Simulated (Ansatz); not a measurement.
## CdF2: frozen-core PAW against all-electron methods

```yaml
crystal:
  lattice:
    - [0.05388, 2.72094, 2.72094]
    - [2.72094, 0.05388, 2.72094]
    - [2.72094, 2.72094, 0.05388]
  atoms:
    - { symbol: Cd, position: [0.00000, 0.00000, 0.00000] }
    - { symbol: F, position: [0.25000, 0.25000, 0.25000] }
    - { symbol: F, position: [0.75000, 0.75000, 0.75000] }
```

Atoms are numbered in the order listed.

The geometry is COD entry 9009006, unchecked; take it as a test cell. The listed cell was then made from it by scaling, straining or moving an atom.

Levels of theory: DFT, LDA, PAW with Ansatz's default frozen-core files, scalar-relativistic (Ansatz 0.2.0); DFT, LDA, all-electron LAPW, scalar-relativistic (Ansatz 0.2.0).

For PAW: a Γ-centred 8×8×8 k mesh, Fermi–Dirac smearing of 0.02 eV, cutoff 420 eV, no spin polarisation; the PAW files were made with PBE, and the program remakes their frozen cores for this functional. LAPW targets a basis error of 1 meV/atom. The Ansatz runs share mesh, smearing and spin set-up. Plane-wave (PAW) pressures include the program's estimate of the Pulay term.

Stress and pressure are positive in compression.

The change that made this cell: equal xy, yz and zx engineering shear strains of +2 %.

PAW results:

```
             quantity     PAW
       pressure (GPa)   -5.56
      stress yz (GPa)   -0.36
      stress xz (GPa)   -0.36
      stress xy (GPa)   -0.36
force on F2, y (eV/Å)  -0.017
        band gap (eV)   2.818
```

What does full-potential LAPW give for the same quantities?


```tsv
quantity	LAPW
pressure (GPa)	-5.53
stress yz (GPa)	-0.37
stress xz (GPa)	-0.37
stress xy (GPa)	-0.37
force on F2, y (eV/Å)	-0.018
band gap (eV)	2.803
```
